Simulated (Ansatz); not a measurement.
## Al$_{3}$GaN$_{4}$: enthalpy against pressure

Al$_{3}$GaN$_{4}$, P-43m, a = 4.401 Å. The structure is a Materials Project entry; whether it is the stable form wasn't checked. Ansatz: r2SCAN, PAW, 500 eV, Γ-centred 6×6×6 mesh on 8 atoms, Gaussian smearing 0.02 eV; no spin polarisation. Cell and atoms are relaxed at each pressure, and no other structure is tried, so the rows at high pressure may lie past a change of phase. y is the enthalpy over the state at zero pressure; there V0 = 10.657 Å³/atom. The pressures are the targets, met within 0.05 GPa.

```
P (GPa) y (eV/atom)
   -2.0            ?
    0.0       0.0000
    2.0       0.1324
    5.0       0.3287
   10.0       0.6502
   20.0       1.2744
```

Q: Fit y = c1 P + c2 P² + c3 P³ to the other rows, say what c1 and c2 mean, and predict the missing value.

A: Least squares on the rows shown. y = 0.066510 P − 0.00015849 P² + 9.5034×10⁻⁷ P³. Since dH/dP = V, c1 is V0: 0.066510 eV/GPa × 160.2 = 10.655 Å³ against 10.657; c2 = −V0/(2B0) gives B0 = 210 GPa, where a Birch–Murnaghan fit to the volumes of the same runs (not shown) gives 207 GPa. At P = -2.0 the fit asked for gives -0.1337 eV/atom. The run gave -0.1337 eV/atom, the same to the digits shown.